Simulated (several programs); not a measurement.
## What each method gives for CdS (rocksalt)

CdS (rocksalt), relaxed with r2SCAN in Ansatz, was computed with several methods. Space group Fm-3m (No. 225), cubic; conventional cell a = 5.454 Å, 20.27 Å³ an atom. Cd is surrounded by 6 S at 2.73 Å; S is surrounded by 6 Cd at 2.73 Å. Note: simulated data, non-magnetic, for a generated structure that need not be the stable one.

```cif
data_structure
_symmetry_space_group_name_H-M 'P 1'
_symmetry_Int_Tables_number 1
_cell_length_a 3.8562
_cell_length_b 3.8562
_cell_length_c 3.8562
_cell_angle_alpha 60.000
_cell_angle_beta 60.000
_cell_angle_gamma 60.000
_cell_volume 40.55
loop_
_atom_site_label
_atom_site_type_symbol
_atom_site_fract_x
_atom_site_fract_y
_atom_site_fract_z
_atom_site_occupancy
Cd1 Cd 0.00000 0.00000 0.00000 1
S1 S 0.50000 0.50000 0.50000 1
```

Gaps and times are for a single point on this cell; volume and bulk modulus come from each method's own relaxation or energy curve at fixed shape. Times are rough, from shared hosts (Arm Neoverse V2; NVIDIA H100 80GB HBM3), and each method has its own mesh and cell size. A dagger marks a closed or tiny gap in a crystal that DFT finds insulating: a failure of the method or a wrong SCF state. A star marks a curve whose lowest point is an end point. PM6 (MOPAC), PM7 (MOPAC), GFN1-xTB (tblite), GFN2-xTB (tblite) treat a cluster of cells at its zone centre, which samples few k points: where these miss a band edge, the gap comes out too large for that reason alone. Gaps from k meshes are read at a limited set of points (mesh, symmetry points, PBE's band edges), so each method's own least gap may be somewhat smaller. Force fields have no electrons; where one was fitted to this phase, its volume and modulus reflect the fit. xTB and the PM methods were fitted mostly to molecules, and can miss a solid's gap by electronvolts. Minimal bases can be far off for gaps. Times of the plane-wave ladder aren't listed, since it ran on unlike processors and cards. GLLB-SC's gap includes the derivative discontinuity. G0W0 is at finite bands, cutoff and mesh. d marks a direct gap, i an indirect one (no mark: not told apart), a dash a value that wasn't computed or didn't pass its checks.

```csv
method,kind,gap (eV),own volume (Å³/atom),bulk modulus (GPa),atoms computed,processor time
CdTeZnSeHgS0.sw (LAMMPS),force field,–,–,–,2,0.1 s
light PBE (260 eV and a coarse mesh),light plane-wave,0.26 i,–,–,2,0.61 s
PBE,semilocal,0.26 i,20.74,72,2,–
GFN1-xTB (tblite),tight binding,0.00†,21.72,66,cluster,2.6 s
r2SCAN,semilocal,0.75 i,20.27,82,2,–
GFN2-xTB (tblite),tight binding,0.00†,–,–,cluster,4.3 s
PM7 (MOPAC),semi-empirical,5.13,22.08*,169*,cluster,5.1 s
PBE/SZV (CP2K),small basis,overlap 0.25†,20.57,91,2,6.3 s
PBE/single zeta (GPAW),small basis,0.69 i,–,–,2,6.9 s
GLLB-SC (GPAW),model potential,0.94,–,–,2,8.9 s
PBE/DZVP (CP2K),small basis,0.19 i,21.22,70,2,13 s
G0W0@r2SCAN (180 eV screening cutoff),many-body,1.24,–,–,2,–
PM6 (MOPAC),semi-empirical,2.71,–,–,cluster,63 s
G0W0@PBE (260 eV screening cutoff),many-body,0.98,–,–,2,–
```

Against r2SCAN (0.75 eV) and with closed or daggered gaps left aside, the nearest gap at the points sampled is that of PBE/single zeta (GPAW) (-0.06 eV) and the farthest that of PM7 (MOPAC) (+4.38 eV). r2SCAN is only a yardstick of convenience: semilocal gaps usually lie below measured ones, which GLLB-SC and hybrids aim to mend.

Volumes against r2SCAN's: PBE +2.3 %, GFN1-xTB (tblite) +7.1 %, PBE/SZV (CP2K) +1.5 %, PBE/DZVP (CP2K) +4.7 %.

Relaxed on its own, the cell leaves this structure with CdTeZnSeHgS0.sw (LAMMPS), so no volume is listed.

Spin-orbit coupling is left out.
